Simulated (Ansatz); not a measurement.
**Convergence test, C**

These are results of DFT PBE, scalar-relativistic, plane waves, PAW (Ansatz 0.2.0), not measurements.

```
CELL_PARAMETERS angstrom
1.22805 -2.12706 0.00000
1.22805 2.12706 0.00000
0.00000 0.00000 7.17327
ATOMIC_POSITIONS crystal
C 0.08338 0.91662 0.75314
C 0.58338 0.41662 0.24686
C 0.91662 0.08338 0.24686
C 0.41662 0.58338 0.75314
```

```
plane-wave cutoff : 420 eV
occupation rule   : Gaussian smearing, 0.1 eV
spin treatment    : unpolarised
```

The atoms stay fixed while the half-step-shifted k-point mesh is varied. ΔE is the energy extrapolated to zero smearing, less that of the reference run (18×18×6 Γ-centred mesh, Gaussian smearing 0.1 eV). The cell isn't necessarily relaxed at this level. Pressure is positive in compression.

```
shifted mesh  ΔE (meV/atom) P (GPa) largest change of a force component (eV/Å) gap on mesh (eV) irreducible points
       6×6×1           10.3     4.30                                       0.067             2.170                  12
       6×6×2          -4.85     3.70                                       0.091             2.353                  12
     12×12×4              ?        ?                                           ?                 ?                   ?
```

Problem. Fill in the withheld rows.

Solution. The withheld rows:

```
shifted mesh  ΔE (meV/atom) P (GPa) largest change of a force component (eV/Å) gap on mesh (eV) irreducible points
     12×12×4          -0.98     3.74                                       0.006             1.174                  84
```

This form isn't the element's structure at ambient conditions.

Cost: 3 runs of about 0.055 core-minutes in all, on Arm Neoverse V1 (shared hosts).